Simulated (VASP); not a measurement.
Crystal: AlN.

```xyz
4
Lattice="3.1286 0.0000 0.0000 -1.5643 2.7094 0.0000 0.0000 0.0000 5.0170" Properties=species:S:1:pos:R:3 pbc="T T T"
Al    1.5643    0.9031    2.5049
Al    0.0000    1.8063    5.0134
N     1.5643    0.9031    4.4185
N     0.0000    1.8063    1.9100
```

The cell is a database's computed one.

| Item | Value |
| --- | --- |
| Program | VASP 6.6.1 |
| Task | relaxation of cell and atoms |
| Functional | PBEsol |
| Potentials or basis | VASP PAW PBE potentials, release 64 (Al, N) |
| Cutoff | 600 eV |
| k mesh | 3 × 3 × 2 |
| Occupations | gaussian, width 0.02 eV |
| Spin | no spin polarisation |

At the start: pressure -3.2 GPa; volume 10.63 Å³/atom.

Problem. Where does the relaxation end?

Solution. Over 5 steps the energy falls by 2.9 meV/atom and the volume is 10.45 Å³/atom (-1.7 %); space group P6_3mc (No. 186, to 0.05 Å).

The path:
```
step  energy change (eV)  largest force (eV/Å)  pressure (GPa)  volume (Å³)
   1              0.0000                0.0782           -3.25        42.53
   2             -0.0047                0.0834            2.99        41.21
   3             -0.0091                0.0797            0.35        41.75
   4             -0.0109                0.0383            0.15        41.77
   5             -0.0114                0.0033           -0.03        41.79
```

Final structure:
```
Al N
1.0
     3.12356    0.00000    0.00000
    -1.56178    2.70508    0.00000
     0.00000    0.00000    4.94580
Al N
2 2
Direct
  0.66667 0.33333 0.49739
  0.33333 0.66667 0.99739
  0.66667 0.33333 0.88261
  0.33333 0.66667 0.38261
```

Caveat: the k mesh is coarse (spacing up to 0.77 Å⁻¹), so the values aren't converged; the PAW data sets were made with another functional, which shifts forces and pressure a little.
